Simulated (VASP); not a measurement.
# TaN: single point with PBEsol+U

TaN:

```
Ta N
1.0
     2.92177    0.00000    0.00000
    -1.46088    2.53033    0.00000
     0.00000    0.00000    5.91652
Ta N
2 2
Direct
  0.00000 0.00000 0.50000
  0.00000 0.00000 0.00000
  0.33333 0.66667 0.25000
  0.66667 0.33333 0.75000
```

The cell comes from a database or a generator and needn't be the stable form of this composition.

```json
{
 "Program": "VASP 6.6.1",
 "Task": "single point",
 "Functional": "PBEsol",
 "Potentials or basis": "VASP PAW PBE potentials, release 64 (Ta_pv, N)",
 "Cutoff": "520 eV",
 "k mesh": "7 × 7 × 4",
 "Occupations": "fermi-dirac, width 0.05 eV",
 "Spin": "no spin polarisation",
 "Hubbard terms": "Ta d U = 4 eV"
}
```

```json
{
 "Pressure": "2.7 GPa",
 "Band gap on the k mesh": "none (metal or under the smearing width)"
}
```

Stress tensor (GPa, compression positive):
```
1.44 0.00 0.00
0.00 1.44 0.00
0.00 0.00 5.31
```

Levels at points of the mesh, in eV from the Fermi level:
```tsv
k point	band 14	band 15	band 16	band 17	band 18	band 19
(0.00, 0.00, 0.00)	-2.14	-2.14	-0.04	-0.04	0.69	0.69
(0.00, 0.00, 0.50)	-3.84	-0.66	-0.66	1.08	1.08	1.08
```

Eigenvalues of the final occupation matrices:
| site | spin | trace | eigenvalues |
| --- | --- | --- | --- |
| site 1 d | 1 | 1.18 | 0.19 0.19 0.27 0.27 0.27 |
| site 1 d | 2 | 1.18 | 0.19 0.19 0.27 0.27 0.27 |
| site 2 d | 1 | 1.18 | 0.19 0.19 0.27 0.27 0.27 |
| site 2 d | 2 | 1.18 | 0.19 0.19 0.27 0.27 0.27 |

Run time: 22 s on 1 thread of AMD EPYC 9R14 (Zen 4) (shared host), peak memory 0.14 GiB.

Caveat: the PAW data sets were made with another functional, which shifts forces and pressure a little; U without spin polarisation on a metal has little footing. The run has no spin-orbit coupling, so splittings on Ta are missing.
